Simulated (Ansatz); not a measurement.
Input of an Ansatz 0.2.0 run:

Contents of input.yaml:

```yaml
crystal:
  lattice:
    - [0.0, 1.89785, 1.89785]
    - [1.89785, 0.0, 1.89785]
    - [1.89785, 1.89785, 0.0]
  atoms:
    - { symbol: Rh, position: [0.0, 0.0, 0.0] }
kpoints:
  mp_grid: { grid: [12, 12, 12] }
scf:
  occupations: { method: gaussian, width: 0.026 }
hamiltonian:
  xc: pbe
  pseudopotentials: { kind: all_electron, lapw: { basis_error: 0.001 } }
output:
  forces: true
  stress: true
  eigenvalues: true
```

Potentials or basis: all-electron LAPW, scalar-relativistic.

The run is started by

```console
$ ansatz run input.yaml --threads 1 --pin off --max-ram 3072MiB --backend cpu --events-out ev --progress --plain --runs-dir out
```

Problem. What does it give for the band gap on the k mesh?

Solution. None (metal or under the smearing width).

Problem. Predict the pressure.

Solution. 7.2 GPa.
